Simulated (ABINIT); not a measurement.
The system is Ti.

```xyz
1
Lattice="-1.6056 1.6056 1.6056 1.6056 -1.6056 1.6056 1.6056 1.6056 -1.6056" Properties=species:S:1:pos:R:3 pbc="T T T"
Ti    0.0000    0.0000    0.0000
```

This isn't the form of Ti at room conditions, which is hcp.

The cell isn't the ideal one: cell relaxed.

Base run:

```yaml
Program: ABINIT 10.8.3 (patched build)
Functional: PBEsol
Potentials_or_basis: PseudoDojo NC SR PBEsol v0.4.1 standard
Cutoff: 1143 eV
k_mesh: 8 × 8 × 8
Occupations: fermi-dirac, width 0.05 eV
Spin: no spin polarisation
```

Its results: pressure 0.0 GPa.

The run is repeated on the same cell with these changes: k mesh from 8 × 8 × 8 to 14 × 14 × 14, with 2 shifts; occupations from fermi-dirac, width 0.05 eV to fermi-dirac, width 0.136 eV. What comes out?

Pressure 0.7 GPa.
